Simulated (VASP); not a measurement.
**TiS2: work function with PBEsol**

Sheet: TiS2, a sheet with vacuum.

```
S Ti
1.0
     3.31953    0.00000    0.00000
    -1.65976    2.87479    0.00000
     0.00000    0.00000   18.86000
S Ti
2 1
Direct
  0.33333 0.66667 0.42397
  0.66667 0.33333 0.57603
  0.00000 0.00000 0.50000
```

The cell was built by a generator and needn't be a form met in nature.

| Quantity | Value |
| --- | --- |
| Program | VASP 6.6.1 |
| Task | work function |
| Functional | PBEsol |
| Potentials or basis | VASP PAW PBE potentials, release 64 (S, Ti_sv) |
| Cutoff | 520 eV |
| k mesh | 12 × 12 × 1 |
| Occupations | gaussian, width 0.08 eV |
| Spin | no spin polarisation |
| Dipole correction | yes |
| Further INCAR settings | ALGO = Normal; EDIFF = 1e-06 |

```json
{
 "Largest force": "0.042 eV/Å",
 "Band gap on the k mesh": "none (metal or under the smearing width)",
 "Work function of the upper face": "5.76 eV",
 "Work function of the lower face": "5.76 eV"
}
```

Forces in eV/Å, atoms in the order of the input:
```
S    0.000  0.000 -0.042
S    0.000  0.000  0.042
Ti   0.000  0.000  0.000
```

Levels at points of the mesh, in eV from the Fermi level:
| k point | band 8 | band 9 | band 10 | band 11 | band 12 | band 13 | band 14 | band 15 | band 16 |
| --- | --- | --- | --- | --- | --- | --- | --- | --- | --- |
| (0.00, 0.00, 0.00) | -2.62 | -2.62 | -1.54 | 0.29 | 0.29 | 0.59 | 0.59 | 1.10 | 3.93 |
| (0.50, 0.00, 0.00) | -4.24 | -2.98 | -2.67 | -1.97 | -1.20 | 0.01 | 1.79 | 2.24 | 3.93 |

Wall time 27 s on 4 MPI ranks on Intel(R) Xeon(R) 6975P-C (Granite Rapids) (shared host), peak memory 0.35 GiB a rank.

Caveat: the PAW data sets were made with another functional, which shifts forces and pressure a little.
